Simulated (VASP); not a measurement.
Crystal: Mg.

```
CELL_PARAMETERS angstrom
-1.96832 1.91662 1.41421
1.94245 -2.05915 1.54176
1.91723 2.00807 -1.57004
ATOMIC_POSITIONS crystal
Mg 0.00000 0.00000 0.00000
```

This isn't the form of Mg at room conditions, which is hcp.

The cell isn't the ideal one: cell sheared at random, sigma 0.1, atoms nudged by 0.01 Å.

```yaml
Program: VASP 6.6.1
Task: relaxation of cell and atoms
Functional: PBE
Potentials_or_basis: VASP PAW PBE potentials, release 64 (Mg)
Cutoff: 600 eV
k_mesh: 12 × 11 × 10
Occupations: methfessel-paxton, width 0.1 eV
Spin: no spin polarisation
```

At the start: pressure 2.6 GPa; volume 22.34 Å³/atom.

**Question.** Where does the relaxation end?

**Answer.** Over 18 steps the energy falls by 75.3 meV/atom and the volume is 22.85 Å³/atom (+2.3 %); space group Immm (No. 71, to 0.05 Å).

The path:
| step | energy change (eV) | largest force (eV/Å) | pressure (GPa) | volume (Å³) |
| --- | --- | --- | --- | --- |
| 1 | 0.0000 | 0.0000 | 2.62 | 22.34 |
| 2 | -0.0487 | 0.0000 | -0.08 | 23.51 |
| 3 | -0.0563 | 0.0000 | -1.25 | 24.21 |
| 4 | -0.0630 | 0.0000 | -0.60 | 23.61 |
| 5 | -0.0656 | 0.0000 | 0.03 | 23.10 |
| 6 | -0.0658 | 0.0000 | 0.39 | 22.85 |
| 7 | -0.0659 | 0.0000 | 0.28 | 22.93 |
| 8 | -0.0682 | 0.0000 | 0.25 | 22.87 |
| 9 | -0.0713 | 0.0000 | 0.36 | 22.69 |
| 10 | -0.0738 | 0.0000 | -0.12 | 22.96 |
| 11 | -0.0739 | 0.0000 | -0.22 | 23.01 |
| 12 | -0.0749 | 0.0000 | 0.01 | 22.85 |
| 13 | -0.0749 | 0.0000 | 0.06 | 22.81 |
| 14 | -0.0751 | 0.0000 | 0.00 | 22.85 |
| 15 | -0.0752 | 0.0000 | -0.05 | 22.89 |
| 16 | -0.0753 | 0.0000 | 0.02 | 22.85 |
| 17 | -0.0753 | 0.0000 | 0.03 | 22.84 |
| 18 | -0.0753 | 0.0000 | 0.01 | 22.85 |

Final structure:
```cif
data_structure
_symmetry_space_group_name_H-M 'P 1'
_symmetry_Int_Tables_number 1
_cell_length_a 3.0822
_cell_length_b 3.1092
_cell_length_c 3.1120
_cell_angle_alpha 106.988
_cell_angle_beta 108.281
_cell_angle_gamma 113.305
_cell_volume 22.85
loop_
_atom_site_label
_atom_site_type_symbol
_atom_site_fract_x
_atom_site_fract_y
_atom_site_fract_z
_atom_site_occupancy
Mg1 Mg 0.00000 0.00000 0.00000 1
```
